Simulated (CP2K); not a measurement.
Runs of CP2K 2026.2 on MnO. Symmetry: Fm-3m, No. 225, cubic system. The conventional cell has a = 4.448 Å, b = 4.448 Å, c = 4.448 Å, α = 90.00°, β = 90.00°, γ = 90.00°. Mn (site symmetry m-3m) has 6 O at 2.22 Å as nearest neighbours. O (site symmetry m-3m) is surrounded by 6 Mn at 2.22 Å. The cell is a database's computed one.

```tsv
task	level	potentials or basis	cell	smearing	EPS_DEFAULT	NGRIDS	points a segment of the path (NPOINTS)	bands added on the path	CUTOFF of the grids	pressure (GPa)	moment (μB)
band structure	r2SCAN	POTENTIAL_UZH Mn GTH-SCAN-q15, O GTH-SCAN-q6; TZVP-MOLOPT-SCAN-GTH basis	as given	fermi-dirac 0.01 eV	1.0E-10	4	6	6	850 Ry	2.0	5.00
band structure	PBE	POTENTIAL_UZH Mn GTH-PBE-q15, O GTH-PBE-q6; TZVP-MOLOPT-PBE-GTH basis	as given	fermi-dirac 0.0259 eV	1.0E-9	4	10	2	600 Ry	(a)	4.86
band structure	PBEsol	POTENTIAL_UZH Mn GTH-PBE-q15, O GTH-PBE-q6; TZVP-MOLOPT-PBE-GTH basis	as given	fermi-dirac 0.1 eV	1.0E-9	4	8	2	600 Ry	-4.2	4.81
band structure	LDA	GTH_POTENTIALS Mn GTH-PADE-q15, O GTH-PADE-q6; TZVP-MOLOPT-PBE-GTH basis	as given	fermi-dirac 0.05 eV	1.0E-9	5	10	4	600 Ry	(b)	4.80
single point	PBE	POTENTIAL_UZH Mn GTH-PBE-q15, O GTH-PBE-q6; TZVP-MOLOPT-PBE-GTH basis	as given	fermi-dirac 0.05 eV	1.0E-10	4	-	-	600 Ry	3.0	4.85
single point	PBE	POTENTIAL_UZH Mn GTH-PBE-q15, O GTH-PBE-q6; TZVP-MOLOPT-PBE-GTH basis	atoms moved at random, drawn with an rms of 0.05 Å	fermi-dirac 0.05 eV	1.0E-10	4	-	-	600 Ry	3.7	4.87
```

Alike in all rows: spin collinear, ferromagnetic start; k mesh 10 × 10 × 10.

Question: Estimate the missing entries.

Answer: (a) 3.1; (b) -12.8.

Caveats: the basis of atomic orbitals isn't converged, which shifts pressures, moduli and gaps; the total moment is fixed, so each spin has its own Fermi level; a cell with one magnetic atom can't hold antiferromagnetic order, which such compounds often take; the potentials were made for another functional, which shifts forces and pressure (some runs).
